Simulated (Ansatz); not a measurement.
Take a crystal in which Sb has been replaced by P on all its sites, with the cell rescaled by a rough guess (in some cases also distorted within its space group) and nothing relaxed:

```
In P
1.0
     2.88683   -2.90385    0.00000
     2.88683    2.90385    0.00000
     0.00000    0.00000    5.77390
In P
2 2
Direct
  0.27941 0.72059 0.25000
  0.72059 0.27941 0.75000
  0.77721 0.22279 0.25000
  0.22279 0.77721 0.75000
```

Method: Ansatz, DFT PBE, scalar-relativistic, plane waves, PAW.

Settings: cutoff 420 eV, Γ-centred mesh 10×10×8 on the computed 4-atom cell, Gaussian smearing of 0.10 eV; no spin polarisation.

**Question.** What pressure does the cell carry?

**Answer.** The pressure is -7.0 GPa (positive in compression), so the cell would contract.

**Question.** Is it a metal on this mesh?

**Answer.** Yes, a band crosses the Fermi level.

**Question.** What is its energy against the elements in their standard states?

**Answer.** +0.086 eV/atom at this unrelaxed geometry, with the elements in the same functional.

This form isn't the usual stable structure of the compound.